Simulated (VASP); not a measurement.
# SiC (Moissanite 3C) (F-43m) in VASP: settings compared

One crystal, SiC (Moissanite 3C), is run at these levels: r2SCAN+D3(BJ), r2SCAN; tasks: relaxation of cell and atoms, single point.

All numbers are computed with VASP 6.6.1; they aren't measurements. Logs are shortened: lines on timing, memory, paths and dates and some standing lists are left out, and cuts for length are marked.

**What was measured.**

From “Insight into the structural, elastic and electronic properties of a new orthorhombic 6O-SiC polytype”, 2020, pmc:7200658, for a bulk crystal of SiC: band gap 2.4 eV (indirect).

The runs below are set against these values where they give the same quantity.

### Step 1. Starting point

Symmetry: F-43m, No. 216, cubic system. Conventional cell: a = 4.358 Å, b = 4.358 Å, c = 4.358 Å, α = 90.00°, β = 90.00°, γ = 90.00°. Around Si (site symmetry -43m) lie 4 C at 1.89 Å. C (site symmetry -43m) is surrounded by 4 Si at 1.89 Å.

### Step 2. Relaxation of cell and atoms, r2SCAN+D3(BJ)

Input file INCAR:

```
SYSTEM = SiC
PREC = Accurate ; ENCUT = 600
EDIFF = 1E-6 ; ISMEAR = 0
SIGMA = 0.05 ; LREAL = .False.
LASPH = .True. ; NELM = 60
ALGO = Normal ; ISIF = 3
LWAVE = .False. ; LCHARG = .False.
METAGGA = R2SCAN ; LMIXTAU = .True.
IVDW = 12 ; VDW_S6 = 1.0
VDW_S8 = 0.78981345 ; VDW_A1 = 0.49484001
VDW_A2 = 5.73083694 ; IBRION = 2
NSW = 60 ; EDIFFG = -0.005
```

Input file KPOINTS:

```
Automatic mesh
0
Gamma
  10 10 10
  0 0 0
```

Input file POSCAR:

```
SiC
1.0
    0.0000000000      2.1790000000      2.1790000000
    2.1790000000      0.0000000000      2.1790000000
    2.1790000000      2.1790000000      0.0000000000
Si C
1 1
Direct
    0.0000000000      0.0000000000      0.0000000000
    0.7500000000      0.7500000000      0.7500000000
```

Potentials or basis: VASP PAW PBE potentials, release 64 (Si, C).

On the command line:

```console
cat potpaw_PBE.64/Si/POTCAR potpaw_PBE.64/C/POTCAR > POTCAR
mpirun -np 1 vasp_std > vasp.out
```

OUTCAR:

```text
SYSTEM = SiC
   PREC = Accurate
   ENCUT = 600
   EDIFF = 1E-6
   ISMEAR = 0
   LREAL = .False.
   LASPH = .True.
   NELM = 60
   ISIF = 3
   METAGGA = R2SCAN
   IVDW = 12
   IBRION = 2
   NSW = 60
   EDIFFG = -0.005
 IVDW          = 12

 ion  position               nearest neighbor table
   1  0.000  0.000  0.000-   2 1.89   2 1.89   2 1.89   2 1.89
   2  0.750  0.750  0.750-   1 1.89   1 1.89   1 1.89   1 1.89

  LATTYP: Found a face centered cubic cell.
 ALAT       =     4.3580000000

  Lattice vectors:

 A1 = (   0.0000000000,   2.1790000000,   2.1790000000)
 A2 = (   2.1790000000,   0.0000000000,   2.1790000000)
 A3 = (   2.1790000000,   2.1790000000,   0.0000000000)

Analysis of symmetry for initial positions (statically):
=====================================================================
 Subroutine PRICEL returns:
 Original cell was already a primitive cell.

 Routine SETGRP: Setting up the symmetry group for a
 face centered cubic supercell.

 Subroutine GETGRP returns: Found 24 space group operations
 (whereof 24 operations were pure point group operations)
 out of a pool of 48 trial point group operations.

The static configuration has the point symmetry T_d .

Analysis of symmetry for dynamics (positions and initial velocities):
=====================================================================
 Subroutine PRICEL returns:
 Original cell was already a primitive cell.

 Routine SETGRP: Setting up the symmetry group for a
 face centered cubic supercell.

 Subroutine GETGRP returns: Found 24 space group operations
 (whereof 24 operations were pure point group operations)
 out of a pool of 48 trial point group operations.

The dynamic configuration has the point symmetry T_d .

 Subroutine INISYM returns: Found 24 space group operations
 (whereof 24 operations are pure point group operations),
 and found     1 'primitive' translations

----------------------------------------------------------------------------------------

                                     Primitive cell

  volume of cell :      20.6920

  direct lattice vectors                    reciprocal lattice vectors
     0.000000000  2.179000000  2.179000000    -0.229463056  0.229463056  0.229463056
     2.179000000  0.000000000  2.179000000     0.229463056 -0.229463056  0.229463056
     2.179000000  2.179000000  0.000000000     0.229463056  0.229463056 -0.229463056

  length of vectors
     3.081571352  3.081571352  3.081571352     0.397441672  0.397441672  0.397441672

  position of ions in fractional coordinates (direct lattice)
     0.000000000  0.000000000  0.000000000
     0.750000000  0.750000000  0.750000000

  ion indices of the primitive-cell ions
   primitive index   ion index
                 1           1
                 2           2

----------------------------------------------------------------------------------------

 KPOINTS: Automatic mesh

Automatic generation of k-mesh.
 Grid dimensions read from file:
 generate k-points for:   10   10   10

 Generating k-lattice:

  Cartesian coordinates                     Fractional coordinates (reciprocal lattice)
    -0.022946306  0.022946306  0.022946306     0.100000000  0.000000000  0.000000000
     0.022946306 -0.022946306  0.022946306     0.000000000  0.100000000  0.000000000
     0.022946306  0.022946306 -0.022946306     0.000000000  0.000000000  0.100000000

  Length of vectors
     0.039744167  0.039744167  0.039744167

  Shift w.r.t. Gamma in fractional coordinates (k-lattice)
     0.000000000  0.000000000  0.000000000

 Subroutine IBZKPT returns following result:
 ===========================================

 Found     47 irreducible k-points:

 Following reciprocal coordinates:
            Coordinates               Weight
  0.000000  0.000000  0.000000      1.000000
  0.100000  0.000000  0.000000      8.000000
  0.200000  0.000000  0.000000      8.000000
  0.300000  0.000000  0.000000      8.000000
  0.400000  0.000000  0.000000      8.000000
  0.500000  0.000000  0.000000      4.000000
[... 16 lines left out ...]
  0.300000  0.300000  0.000000      6.000000
  0.400000  0.300000  0.000000     24.000000
 [... further k-points ...]
   k-points           NKPTS =     47   k-points in BZ     NKDIM =     47   number of bands    NBANDS=      8
   number of dos      NEDOS =    301   number of ions     NIONS =      2
   total plane-waves  NPLWV =  21952
   dimension x,y,z NGX =    28 NGY =   28 NGZ =   28
   dimension x,y,z NGXF=    56 NGYF=   56 NGZF=   56
   ions per type =               1   1
   NGX,Y,Z   is equivalent  to a cutoff of  15.11, 15.11, 15.11 a.u.
   NGXF,Y,Z  is equivalent  to a cutoff of  30.21, 30.21, 30.21 a.u.
 SYSTEM =  SiC
   PREC   = accura    normal or accurate (medium, high low for compatibility)
   ISTART =      0    job   : 0-new  1-cont  2-samecut
   ICHARG =      2    charge: 1-file 2-atom 10-const
   ISPIN  =      1    spin polarized calculation?
   LNONCOLLINEAR =      F non collinear calculations
   LSORBIT =      F    spin-orbit coupling
   LASPH  =      T    aspherical Exc in radial PAW
   ENCUT  =  600.0 eV  44.10 Ry    6.64 a.u.   6.15  6.15  6.15*2*pi/ulx,y,z
   NELM   =     60;   NELMIN=  2; NELMDL= -5     # of ELM steps
   EDIFF  = 0.1E-05   stopping-criterion for ELM
   LREAL  =      F    real-space projection
   EDIFFG = -.5E-02   stopping-criterion for IOM
   NSW    =     60    number of steps for IOM
   IBRION =      2    ionic relax: 0-MD 1-quasi-New 2-CG
   NFREE  =      1    steps in history (QN), initial steepest desc. (CG)
   ISIF   =      3    stress and relaxation
   ISYM   =      2    0-nonsym 1-usesym 2-fastsym
   POTIM  = 0.5000    time-step for ionic-motion
   TEBEG  =    0.0;   TEEND  =   0.0 temperature during run
   PSTRESS=    0.0 pullay stress
   NELECT =       8.0000    total number of electrons
   NUPDOWN=      -1.0000    fix difference up-down
   EMIN   =  10.00;   EMAX   =-10.00  energy-range for DOS
   EFERMI =   0.00;   METHOD = LEGACY
   ISMEAR =     0;   SIGMA  =   0.05  broadening in eV -4-tet -1-fermi 0-gaus
   EFERMI_NEDOS =   21; number of points for ismear=-14 and -15
   IALGO  =     38    algorithm
   IMIX   =      4    mixing-type and parameters
     AMIX     =   0.40;   BMIX     =  1.00
     AMIX_MAG =   1.60;   BMIX_MAG =  1.00
  volume/ion in A,a.u.               =      10.35        69.82
  Fermi-wavevector in a.u.,A,eV,Ry     =   1.192626  2.253736 19.352338  1.422357
  Thomas-Fermi vector in A             =   2.328660
   LORBIT       =      0    0 simple, 1 ext, 2 COOP (PROOUT), +10 PAW based schemes
   METAGGA = R2SCAN    functional components
   LHFCALC =     F    Hartree Fock is set to
   AEXX    =    0.0000 exact exchange contribution
   IVDW    =    12    specifies the selected vdW correction
   LEPSILON=     F    determine dielectric tensor
   LRPA    =     F    only Hartree local field effects (RPA)
 conjugate gradient relaxation of ions
 non-spin polarized calculation
 Gauss-broadening in eV      SIGMA  =   0.05
  energy-cutoff  :      600.00
  volume of cell :       20.69
 maximum number of plane-waves:       701
 NGX is ok and might be reduce to    28
   NGX = 13   NGY = 13   NGZ = 13

--------------------------------------- Ionic step        1  -------------------------------------------

 number of electron       8.0000000 magnetization

 Free energy of the ion-electron system (eV)
  ---------------------------------------------------
  ext. energy  EPLUGINS =         0.00000000
  ---------------------------------------------------
  free energy    TOTEN  =       -19.32891970 eV

  energy without entropy =      -19.32891970  energy(sigma->0) =      -19.32891970

------------------------ aborting loop because EDIFF is reached ----------------------------------------

 Edisp (eV)   -0.28192

 E8    (eV) :    -0.0801

  FORCE on cell =-STRESS in cart. coord.  units (eV):
  Direction    XX          YY          ZZ          XY          YZ          ZX
  --------------------------------------------------------------------------------------
  -------------------------------------------------------------------------------------
  Total      -0.36260    -0.36260    -0.36260     0.00000     0.00000     0.00000
  in kB     -28.07637   -28.07637   -28.07637     0.00000     0.00000     0.00000
  external pressure =      -28.08 kB  Pullay stress =        0.00 kB
[... 61 lines left out ...]
  energy  without entropy=      -19.6102658208  energy(sigma->0) =      -19.61026582

--------------------------------------- Ionic step        3  -------------------------------------------

 number of electron       8.0000000 magnetization

 Free energy of the ion-electron system (eV)
  ---------------------------------------------------
  ext. energy  EPLUGINS =         0.00000000
  ---------------------------------------------------
  free energy    TOTEN  =       -19.32762762 eV

  energy without entropy =      -19.32762762  energy(sigma->0) =      -19.32762762

 E-fermi :   8.3260     XC(G=0): -11.9903

 val. band max:        8.1209308940   @ k =   0.0000   0.0000   0.0000
 cond. band min:       9.8387416028   @ k =   0.5000   0.5000   0.0000
 fundamental gap:      1.7178107089
 Fermi energy:         8.3259660886

 k-point     1 :       0.0000    0.0000    0.0000
  band No.  band energies     occupation
      1      -8.1577      2.00000
      2       8.1209      2.00000
      3       8.1209      2.00000
      4       8.1209      2.00000
      5      15.1123      0.00000
      6      16.0649      0.00000
      7      16.0649      0.00000
      8      16.0649      0.00000
[... 243 lines left out ...]
 k-point    24 :       0.4000    0.3000    0.0000
  band No.  band energies     occupation
      1      -4.8896      2.00000
      2       2.2709      2.00000
      3       4.8252      2.00000
      4       5.3559      2.00000
      5      11.4324      0.00000
      6      14.3403      0.00000
      7      20.7636      0.00000
      8      21.0504      0.00000

 [... further k-points ...]

------------------------ aborting loop because EDIFF is reached ----------------------------------------

 Edisp (eV)   -0.28549

 E8    (eV) :    -0.0812

  FORCE on cell =-STRESS in cart. coord.  units (eV):
  Direction    XX          YY          ZZ          XY          YZ          ZX
  --------------------------------------------------------------------------------------
  -------------------------------------------------------------------------------------
  Total      -0.00023    -0.00023    -0.00023    -0.00000    -0.00000    -0.00000
  in kB      -0.01834    -0.01834    -0.01834    -0.00000    -0.00000    -0.00000
  external pressure =       -0.02 kB  Pullay stress =        0.00 kB
[... 17 lines left out ...]
  FREE ENERGIE OF THE ION-ELECTRON SYSTEM (eV)
  ---------------------------------------------------
  free  energy   TOTEN  =       -19.6131207052 eV

  energy  without entropy=      -19.6131207052  energy(sigma->0) =      -19.61312071

 reached required accuracy - stopping structural energy minimisation
```

Wall time 79 s (1 thread of Intel Xeon Platinum 8488C (Sapphire Rapids), shared host); peak memory 0.17 GiB.

What came out:

```yaml
Free_energy: -19.6131 eV
Relaxed_volume: 10.22 Å³/atom
Relaxed_cell: a = 3.069 Å, b = 3.069 Å, c = 3.069 Å, α = 60.00°, β = 60.00°, γ = 60.00°
Space_group_after_relaxing_to_0.05_Å: F-43m (No. 216)
Energy_gained_by_relaxing: 1.1 meV/atom
Ionic_steps: 3
Pressure_after_relaxing: 0.0 GPa
Band_gap_on_the_k_mesh: 1.72 eV, indirect (least direct gap 5.08 eV)
Dispersion_energy_per_atom: -0.143 eV
```

The path:
```
step  energy change (eV)  largest force (eV/Å)  pressure (GPa)  volume (Å³)
   1              0.0000                0.0000           -2.81        20.69
   2              0.0006                0.0000            3.30        20.15
   3             -0.0023                0.0000            0.00        20.44
```

Final structure:
```
Si C
1.0
     0.00000    2.16996    2.16996
     2.16996    0.00000    2.16996
     2.16996    2.16996    0.00000
Si C
1 1
Direct
  0.00000 0.00000 0.00000
  0.75000 0.75000 0.75000
```

Levels at points of the mesh, in eV from the valence-band top:
```csv
k point,band 2,band 3,band 4,band 5,band 6,band 7
"(0.00, 0.00, 0.00)",0.00,0.00,0.00,6.99,7.94,7.94
"(0.50, 0.00, 0.00)",-8.89,-1.11,-1.11,6.11,7.81,7.81
"(0.50, 0.50, 0.00)",-8.09,-3.36,-3.36,1.72,4.87,15.29
```

Caveat: the PAW data sets were made with another functional, which shifts forces and pressure a little.

### Step 3. Single point, r2SCAN

Input file INCAR:

```
SYSTEM = SiC
PREC = Accurate
ENCUT = 520
EDIFF = 1E-7
ISMEAR = -1
SIGMA = 0.05
LREAL = .FALSE.
LASPH = .TRUE.
NELM = 60
ALGO = Normal
ISIF = 2
LWAVE = .FALSE.
LCHARG = .TRUE.
METAGGA = R2SCAN
LMIXTAU = .TRUE.
LELF = .TRUE.
LVHAR = .TRUE.
NBANDS = 11
```

Input file KPOINTS:

```
Automatic mesh
0
G
  10 10 10
  0 0 0
```

POSCAR is that of step 2.

Potentials or basis: VASP PAW PBE potentials, release 64 (Si, C).

On the command line:

```console
cat potpaw_PBE.64/Si/POTCAR potpaw_PBE.64/C/POTCAR > POTCAR
mpirun -np 1 vasp_std > vasp.out
```

It took 29 s on 1 thread of Intel Xeon Platinum 8488C (Sapphire Rapids), shared host; peak memory 0.14 GiB.

It converged, with:

| Property | Result |
| --- | --- |
| Free energy | -19.3269 eV |
| Pressure | -0.4 GPa |
| Band gap on the k mesh | 1.72 eV, indirect (least direct gap 5.06 eV) |

Levels at points of the mesh, in eV from the valence-band top:
| k point | band 1 | band 2 | band 3 | band 4 | band 5 | band 6 | band 7 | band 8 | band 9 |
| --- | --- | --- | --- | --- | --- | --- | --- | --- | --- |
| (0.00, 0.00, 0.00) | -16.18 | 0.00 | 0.00 | 0.00 | 6.83 | 7.85 | 7.85 | 7.85 | 15.21 |
| (0.50, 0.00, 0.00) | -12.56 | -8.82 | -1.11 | -1.11 | 5.99 | 7.75 | 7.75 | 10.95 | 17.41 |
| (0.50, 0.50, 0.00) | -11.09 | -8.05 | -3.33 | -3.33 | 1.72 | 4.82 | 15.13 | 15.13 | 15.99 |

Caveat: the PAW data sets were made with another functional, which shifts forces and pressure a little.

### Step 4. Comparison with measurements

Step 3. A measured gap of SiC is 2.4 eV (indirect; quoted in “Insight into the structural, elastic and electronic properties of a new orthorhombic 6O-SiC polytype”, 2020, pmc:7200658); the calculated 1.72 eV misses it by -0.68 eV. The value is that of r2SCAN on a finite k mesh, which can miss the band edges, without temperature or zero-point motion.
